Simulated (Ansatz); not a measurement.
# TiO: the cost of one run

Method: DFT PBE+U (U_eff = 2 eV on Ti d), plane waves, PAW, in Ansatz 0.2.0.

**1. The system as given**

It takes space group P6_3mc (No. 186, hexagonal). Conventional cell: a = 3.489 Å, b = 3.489 Å, c = 5.714 Å, α = 90.00°, β = 90.00°, γ = 120.00°. Ti (site symmetry 3m) has 4 O at 2.14 Å in its first shell of neighbours. O (site symmetry 3m) has 4 Ti at 2.14 Å in its first shell of neighbours.

Coordinates:

```cif
data_structure
_symmetry_space_group_name_H-M 'P 1'
_symmetry_Int_Tables_number 1
_cell_length_a 3.4887
_cell_length_b 3.4887
_cell_length_c 5.7137
_cell_angle_alpha 90.000
_cell_angle_beta 90.000
_cell_angle_gamma 120.000
_cell_volume 60.22
loop_
_atom_site_label
_atom_site_type_symbol
_atom_site_fract_x
_atom_site_fract_y
_atom_site_fract_z
_atom_site_occupancy
Ti1 Ti 0.66667 0.33333 0.00000 1
Ti2 Ti 0.33333 0.66667 0.50000 1
O1 O 0.66667 0.33333 0.62520 1
O2 O 0.33333 0.66667 0.12520 1
```

Magnetic order typed: ferromagnetic.

**2. From atoms, symmetry kept, no search**

input.yaml

```yaml
crystal:
  lattice:
    - [3.48870198, 0.0, 0.0]
    - [-1.74435099, 3.02130454, 0.0]
    - [0.0, 0.0, 5.71368835]
  atoms:
    - { symbol: Ti, position: [0.6666666667, 0.3333333333, 0.0], spin: 2.0 }
    - { symbol: Ti, position: [0.3333333333, 0.6666666667, 0.5], spin: 2.0 }
    - { symbol: O, position: [0.6666666667, 0.3333333333, 0.6252] }
    - { symbol: O, position: [0.3333333333, 0.6666666667, 0.1252] }
basis:
  ecutwfc: 420
  ecutrho_ratio: 4
kpoints:
  mp_grid: { grid: [6, 6, 4] }
hamiltonian:
  xc: pbe
  hubbard:
    sites: [{ site: 0, l: d, u_eff: 2.0 }, { site: 1, l: d, u_eff: 2.0 }]
scf:
  occupations: { method: gaussian, width: 0.05 }
  lower_state_search: "off"
  max_iter: 150
output:
  forces: true
  stress: true
  eigenvalues: true
  populations: true
  hubbard: { sites: [{ site: 0, l: d }, { site: 1, l: d }] }
magnetization:
  spin_polarized: true
```

The run is started by

```console
> ansatz run input.yaml --threads 2 --pin off --max-ram 3072MiB --backend cpu --events-out ev --progress --plain --runs-dir out
```

What time and memory should one allow on 2 threads of Arm Neoverse N1, shared host?

About 16 s, with a peak of 0.39 GiB.
